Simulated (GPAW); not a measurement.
# Core-hole calculation of the O K edge in wurtzite (ZnO)₁₋ₓ(CdO)ₓ at x = 0

What does the O K edge look like in wurtzite (ZnO)₁₋ₓ(CdO)ₓ at x = 0?

Calculated with GPAW 26.7.0; X-ray absorption from dipole matrix elements to empty bands, plane-wave PAW LDA.

### 1. Set-up

It takes space group P6_3mc (No. 186, hexagonal). The conventional cell has a = 3.250 Å, b = 3.250 Å, c = 5.207 Å, α = 90.00°, β = 90.00°, γ = 120.00°. Zn has 4 O at 1.98 Å nearest. Nearest to O lie 4 Zn at 1.98 Å. 16-atom wurtzite cell, 0 of 8 Zn sites taken by Cd at random, lattice constants typed for the ends and interpolated (Vegard). Farther neighbours and most contacts between anions are not listed.

Coordinates:

```cif
data_structure
_symmetry_space_group_name_H-M 'P6_3mc'
_symmetry_Int_Tables_number 186
_cell_length_a 3.2500
_cell_length_b 3.2500
_cell_length_c 5.2070
_cell_angle_alpha 90.000
_cell_angle_beta 90.000
_cell_angle_gamma 120.000
_cell_volume 47.63
loop_
_atom_site_label
_atom_site_type_symbol
_atom_site_symmetry_multiplicity
_atom_site_Wyckoff_symbol
_atom_site_fract_x
_atom_site_fract_y
_atom_site_fract_z
_atom_site_occupancy
Zn1 Zn 2 b 0.66667 0.33333 0.00000 1
O1 O 2 b 0.33333 0.66667 0.87986 1
```

### 2. Relaxation

The cell was built by hand, so its atoms are relaxed first: near-edge features follow bond lengths closely.

The input, relax.py:

```python
import numpy as np
from ase import Atoms
from ase.parallel import parprint, paropen
from gpaw import GPAW, PW, FermiDirac, Mixer, MixerDif, setup_paths
from ase.optimize import BFGS

atoms = Atoms('ZnOZnOZnOZnOZnOZnOZnOZnO',
    cell=[[6.5, 0, 0],
     [0, 5.629165, 0],
     [0, 0, 5.207]],
    scaled_positions=[[0, 0, 0],
     [0, 0.333333, 0.120142],
     [0, 0.333333, 0.5],
     [0, 0, 0.620142],
     [0.25, 0.5, 0],
     [0.25, 0.833333, 0.120142],
     [0.25, 0.833333, 0.5],
     [0.25, 0.5, 0.620142],
     [0.5, 0, 0],
     [0.5, 0.333333, 0.120142],
     [0.5, 0.333333, 0.5],
     [0.5, 0, 0.620142],
     [0.75, 0.5, 0],
     [0.75, 0.833333, 0.120142],
     [0.75, 0.833333, 0.5],
     [0.75, 0.5, 0.620142]],
    pbc=True)
atoms.calc = GPAW(legacy_gpaw=True, mode=PW(500, force_complex_dtype=True), xc='LDA', setups={},
    kpts={'size': (3, 3, 3), 'gamma': True}, occupations=FermiDirac(0.08),
    charge=0, mixer=Mixer(0.1, 5, 50), maxiter=150,
    convergence={'density': 0.0001, 'eigenstates': 1e-6}, txt='relax.txt')
steps = []
opt = BFGS(atoms, logfile='-')
opt.attach(lambda: steps.append([atoms.get_potential_energy(), float(np.linalg.norm(atoms.get_forces(), axis=1).max())]))
done = opt.run(fmax=0.05, steps=30)
out = dict(done=bool(done), steps=steps, frac=atoms.get_scaled_positions().tolist())
import json
with paropen('out.json', 'w') as f:
    json.dump(out, f)
```

Launch:

```bash
$ OMP_NUM_THREADS=1 mpirun -n 4 gpaw python relax.py
```

Numbers of over 12 decimals in the logs are rounded to 6 here.

Log:

```text
Input parameters:
  convergence: {density: 0.0001,
                eigenstates: 1e-06}
  kpts: {gamma: True,
         size: (3, 3, 3)}
  maxiter: 150
  mixer: {backend: pulay,
          beta: 0.1,
          method: separate,
          nmaxold: 5,
          weight: 50}
  mode: {ecut: 500.0,
         force_complex_dtype: True,
         name: pw}
  occupations: {fixmagmom: False,
                name: fermi-dirac,
[...]
(s=0, k=0, n=71, [0.00, 0.00, 0.00]) -> (s=0, k=0, n=72, [0.00, 0.00, 0.00])
No difference between direct/indirect transitions

Forces in eV/Ang:
  0 Zn    0.00000    0.00035    0.02143
  1 O     0.00000   -0.00219   -0.03426
  2 Zn    0.00000   -0.00034    0.02179
  3 O     0.00000    0.00238   -0.00229
[...]
14 Zn   -0.00005   -0.00044    0.02167
 15 O    -0.00500    0.00258   -0.00225
Step     Time          Energy          fmax
BFGS:    0 01:57:56      -83.892611        0.034484
[key lines of the parts left out:]
Converged after 12 iterations.
Dipole moment: (-0.000000, 3.872018, -5.713903) |e|*Ang
Free energy:    -83.892611
Fermi level: 3.87537
```

Elapsed: 28 s, on 4 MPI ranks of Arm Neoverse V2, shared host; peak memory 0.25 GiB; 1.8 min of CPU time.

The forces of the start geometry were already under the goal, so no step was taken.

### 3. Ground state of the crystal

The ground state comes first: it tells whether the system has a gap, which decides how the excited electron is treated.

The input, scf.py:

```python
import numpy as np
from ase import Atoms
from ase.parallel import parprint, paropen
from gpaw import GPAW, PW, FermiDirac, Mixer, MixerDif, setup_paths
from gpaw.test import gen
setup_paths.insert(0, '.')
gen('O', name='nch1s', xcname='LDA', corehole=(1, 0, 0), write_xml=True)
from gpaw.mpi import world
world.barrier()

atoms = Atoms('ZnOZnOZnOZnOZnOZnOZnOZnO',
    cell=[[6.5, 0, 0],
     [0, 5.629165, 0],
     [0, 0, 5.207]],
    scaled_positions=[[0, 0, 0],
     [0, 0.333333, 0.120142],
     [0, 0.333333, 0.5],
     [0, 0, 0.620142],
     [0.25, 0.5, 0],
     [0.25, 0.833333, 0.120142],
     [0.25, 0.833333, 0.5],
     [0.25, 0.5, 0.620142],
     [0.5, 0, 0],
     [0.5, 0.333333, 0.120142],
     [0.5, 0.333333, 0.5],
     [0.5, 0, 0.620142],
     [0.75, 0.5, 0],
     [0.75, 0.833333, 0.120142],
     [0.75, 0.833333, 0.5],
     [0.75, 0.5, 0.620142]],
    pbc=True)
atoms.calc = calc = GPAW(legacy_gpaw=True, mode=PW(500, force_complex_dtype=True), xc='LDA', setups={1: 'nch1s'},
    kpts={'size': (3, 4, 4), 'gamma': True}, occupations=FermiDirac(0.05),
    charge=0, mixer=Mixer(0.1, 5, 50), maxiter=150,
    convergence={'density': 0.0001, 'eigenstates': 1e-6}, txt='scf.txt')
energy = atoms.get_potential_energy() + calc.get_reference_energy()
ef = calc.get_fermi_level()
out = dict(energy=energy, fermi=ef, forces=atoms.get_forces().tolist())
parprint(f'all-electron energy {energy:.4f} eV, Fermi level {ef:.4f} eV')
ev = np.array([[calc.get_eigenvalues(k, s) for k in range(len(calc.get_ibz_k_points()))] for s in range(calc.get_number_of_spins())])
out['homo'], out['lumo'], out['counts'] = ev[ev < ef].max(), ev[ev > ef].min(), sorted(set((ev < ef).sum((0, 2)).tolist()))
out['filled'] = (ev[:, 0] < ef).sum(1).tolist()
import json
with paropen('out.json', 'w') as f:
    json.dump(out, f)
```

Launch:

```bash
$ OMP_NUM_THREADS=1 mpirun -n 4 gpaw python scf.py
```

Log:

```text
Input parameters:
  convergence: {density: 0.0001,
                eigenstates: 1e-06}
  kpts: {gamma: True,
         size: (3, 4, 4)}
  maxiter: 150
  mixer: {backend: pulay,
          beta: 0.1,
          method: separate,
          nmaxold: 5,
          weight: 50}
  mode: {ecut: 500.0,
         force_complex_dtype: True,
         name: pw}
  occupations: {fixmagmom: False,
                name: fermi-dirac,
                width: 0.05}
  setups: {1: nch1s}

Initialize ...

[... PAW data sets ...]

Reference energy: -406526.478177  # eV

Spin-paired calculation

[... convergence settings ...]
Symmetries present (total): 2
  [... symmetry matrices ...]

48 k-points: 3 x 4 x 4 Monkhorst-Pack grid + [0.000000,1/8,1/8]
20 k-points in the irreducible part of the Brillouin zone
       k-points in crystal coordinates                weights
   0:     0.00000000    0.00000000    0.00000000          1/48
   1:     0.00000000    0.00000000    0.25000000          2/48
   2:     0.00000000    0.00000000    0.50000000          1/48
   3:     0.00000000    0.25000000   -0.25000000          2/48
   4:     0.00000000    0.25000000    0.00000000          2/48
   5:     0.00000000    0.25000000    0.25000000          2/48
   6:     0.00000000    0.25000000    0.50000000          2/48
   7:     0.00000000    0.50000000    0.00000000          1/48
   8:     0.00000000    0.50000000    0.25000000          2/48
   9:     0.00000000    0.50000000    0.50000000          1/48
          ...
  19:     0.33333333    0.50000000    0.50000000          2/48

Wave functions: Plane wave expansion
  Cutoff energy: 500.000 eV
  Number of coefficients (min, max): 4800, 4864
  Pulay-stress correction: 0.000000 eV/Ang^3 (de/decut=0.000000)
  Using FFTW library
  Wavefunction extrapolation:
    Improved wavefunction reuse through dual PAW basis

Occupation numbers: Fermi-Dirac:
  width: 0.0500  # eV

Eigensolver
   Davidson(niter=2)

Densities:
  Coarse grid: 35*30*27 grid
  Fine grid: 70*60*54 grid
  Total Charge: 0.000000

Density mixing:
  Method: separate
  Backend: pulay
  Linear mixing parameter: 0.1
  old densities: 5
  Width of damping distribution: 1.1
  Damping of long wavelength oscillations: 50

[... Hamiltonian set-up ...]
Number of atoms: 16
Number of atomic orbitals: 104
Number of bands in calculation: 91
Number of valence electrons: 144
Bands to converge: occupied

... initialized

Initializing position-dependent things.

Density initialized from atomic densities
Creating initial wave functions:
  91 bands from LCAO basis set

Positions:
   0 Zn     0.000000    0.000000    0.000000    ( 0.0000,  0.0000,  0.0000)
   1 O      0.000000    1.876386    0.625579    ( 0.0000,  0.0000,  0.0000)
   2 Zn     0.000000    1.876386    2.603500    ( 0.0000,  0.0000,  0.0000)
   3 O      0.000000    0.000000    3.229079    ( 0.0000,  0.0000,  0.0000)
   4 Zn     1.625000    2.814583    0.000000    ( 0.0000,  0.0000,  0.0000)
   5 O      1.625000    4.690969    0.625579    ( 0.0000,  0.0000,  0.0000)
   6 Zn     1.625000    4.690969    2.603500    ( 0.0000,  0.0000,  0.0000)
[...]
13 O      4.875000    4.690969    0.625579    ( 0.0000,  0.0000,  0.0000)
  14 Zn     4.875000    4.690969    2.603500    ( 0.0000,  0.0000,  0.0000)
  15 O      4.875000    2.814583    3.229079    ( 0.0000,  0.0000,  0.0000)

Unit cell:
           periodic     x           y           z      points  spacing
  1. axis:    yes    6.500000    0.000000    0.000000    35     0.1857
  2. axis:    yes    0.000000    5.629165    0.000000    30     0.1876
  3. axis:    yes    0.000000    0.000000    5.207000    27     0.1929

  Lengths:   6.500000   5.629165   5.207000
  Angles:   90.000000  90.000000  90.000000

Effective grid spacing dv^(1/3) = 0.1887

iter:   1   -93.982658
iter:   2   -88.788881   -0.31  -1.00
iter:   3   -84.221999   -0.69  -1.12
iter:   4   -84.106023   -1.86  -1.48
iter:   5   -83.933581   -2.50  -1.70
iter:   6   -83.920136   -3.85  -2.77
iter:   7   -83.916098c  -3.03  -2.87
iter:   8   -83.928845c  -3.03  -2.92
iter:   9   -83.912689c  -3.70  -2.87
iter:  10   -83.915076c  -3.50  -3.13
iter:  11   -83.912629c  -4.57  -3.38
iter:  12   -83.912138c  -4.59  -3.69
iter:  13   -83.912147c  -5.63  -4.42c
iter:  14   -83.912144c  -6.91c -4.55c

Converged after 14 iterations.

Dipole moment: (-0.000000, 3.872885, -5.714365) |e|*Ang

Energy contributions relative to reference atoms: (reference = -406526.478177)

Kinetic:       +117.189772
Potential:      -97.720462
External:        +0.000000
XC:            -103.072514
Entropy (-ST):   -0.000056
Local:           -0.308912
SIC:             +0.000000
--------------------------
Free energy:    -83.912172
Extrapolated:   -83.912144

Showing only first 2 kpts
 Kpt  Band  Eigenvalues  Occupancy
  0    70      3.47112    1.99900
  0    71      3.47142    1.99900
  0    72      4.17368    0.00316
  0    73      8.51787    0.00000

  1    70      3.35766    1.99990
  1    71      3.35794    1.99990
  1    72      5.32901    0.00000
  1    73      8.04394    0.00000

Fermi level: 3.85120

Gap: 0.702 eV
Transition (v -> c):
  (s=0, k=0, n=71, [0.00, 0.00, 0.00]) -> (s=0, k=0, n=72, [0.00, 0.00, 0.00])
No difference between direct/indirect transitions

Forces in eV/Ang:
  0 Zn    0.00000    0.00054    0.02090
  1 O     0.00000   -0.00065   -0.03597
  2 Zn    0.00000   -0.00051    0.02112
  3 O     0.00000    0.00084   -0.00481
  4 Zn   -0.00001    0.00059    0.02077
  5 O     0.00483   -0.00077   -0.03595
  6 Zn   -0.00001   -0.00059    0.02104
[...]
13 O    -0.00483   -0.00077   -0.03595
 14 Zn    0.00001   -0.00059    0.02104
 15 O    -0.00484    0.00080   -0.00476
Scalar-relativistic atomic LDA calculation for O (Oxygen, Z=8)
Core hole in 1s state (1s occupation: 2.0)
300 radial gridpoints.
|------------------------------------------------|
|------------------------------------------------|
[... the atom generator's iteration count ...]

Energy contributions:
-------------------------
Kinetic:      +74.266897
XC:            -7.772280
Potential:   -141.018865
-------------------------
Total:        -74.524248

state      eigenvalue         ekin         rmax
-----------------------------------------------
1s^2.0 :   -18.772897    28.821965        0.130
2s^2.0 :    -0.872866     3.204810        0.874
2p^4.0 :    -0.337925     2.553337        0.813
-----------------------------------------------
(units: Bohr and Hartree)

Generating PAW setup
Kinetic energy of the core from tauc = 57.689706
Cutoffs:
rc(s)=1.300
rc(p)=1.130
rc(d)=1.170
rc(vbar)=1.300
rc(comp)=1.260
rc(nct)=1.300

Kinetic energy of the core states: 57.643930
Charge: 0.0
Core electrons: 2.0
Valence electrons: 6.0
Pseudo-core charge: 0.000776
Shape function alpha=6.299
Pseudo-electron charge 5.666261
state    eigenvalue         norm
--------------------------------
2s(2) :    -0.872866     1.079797
*s    :     0.127134
2p(4) :    -0.337925     0.876472
*p    :     0.662075
*d    :     0.000000
--------------------------------

Diagonalizing with gridspacing h=0.050

state   all-electron     PAW
-------------------------------
2s:      -0.872866    -0.873954
2p:      -0.337925    -0.341740
*d:                    0.050276
*f:                    0.077289
-------------------------------
all-electron energy -406610.3903 eV, Fermi level 3.8512 eV
```

Run time: 56 s. Hardware: 4 MPI ranks; peak memory 0.32 GiB; 3.7 min of CPU time.

The mesh shows a gap of 0.70 eV. The excited electron is kept all the same, so that all members of the series, with or without a gap, are treated alike.

### 4. Cell without a hole, the energy reference

The photon energy needs a difference of total energies, so the cell and mesh of the coming hole run are first run without a hole.

Edit scf.py of step 3 so:

```diff
@@ -32,3 +32,3 @@
 atoms.calc = calc = GPAW(legacy_gpaw=True, mode=PW(500, force_complex_dtype=True), xc='LDA', setups={1: 'nch1s'},
-    kpts={'size': (3, 4, 4), 'gamma': True}, occupations=FermiDirac(0.05),
+    kpts={'size': (3, 3, 3), 'gamma': True}, occupations=FermiDirac(0.02),
     charge=0, mixer=Mixer(0.1, 5, 50), maxiter=150,
```

Log:

```text
Input parameters:
  convergence: {density: 0.0001,
                eigenstates: 1e-06}
  kpts: {gamma: True,
         size: (3, 3, 3)}
  maxiter: 150
  mixer: {backend: pulay,
          beta: 0.1,
          method: separate,
          nmaxold: 5,
          weight: 50}
  mode: {ecut: 500.0,
         force_complex_dtype: True,
         name: pw}
  occupations: {fixmagmom: False,
                name: fermi-dirac,
[...]
2s(2) :    -0.872866     1.079797
*s    :     0.127134
2p(4) :    -0.337925     0.876472
*p    :     0.662075
*d    :     0.000000
--------------------------------

Diagonalizing with gridspacing h=0.050

state   all-electron     PAW
-------------------------------
2s:      -0.872866    -0.873954
2p:      -0.337925    -0.341740
*d:                    0.050276
*f:                    0.077289
-------------------------------
all-electron energy -406610.3705 eV, Fermi level 3.8305 eV
[key lines of the parts left out:]
Converged after 12 iterations.
Dipole moment: (-0.000000, 3.871870, -5.713608) |e|*Ang
Free energy:    -83.892329
Fermi level: 3.83053
```

The job ended after 27 s (4 MPI ranks; peak memory 0.26 GiB; 1.8 min of CPU time).

Reference energy: -406610.371 eV with the cores included.

(Continued in part 2 of 3.)

[Banner, clock and machine lines of the logs are left out without a mark of their own.]

[Logs are printed without paths, hosts, clocks, repeated set-up lines and the standing remarks that a program may print on its own settings, such as how far it seeks lower states.]

[Hosts, paths, dates, database ids (printed as entryN), source tags and the programs' standing remarks are cut or masked in the printed files.]

[Lists of maxima count a maximum above −3 eV only where it reaches 4 % of the highest in the window and stands out from its surroundings by 2 % of it (1.5 % where it reaches 55 %); shoulders and weaker maxima are passed over, and of the rest the first, up to two pre-edge ones and the few strongest are named.]
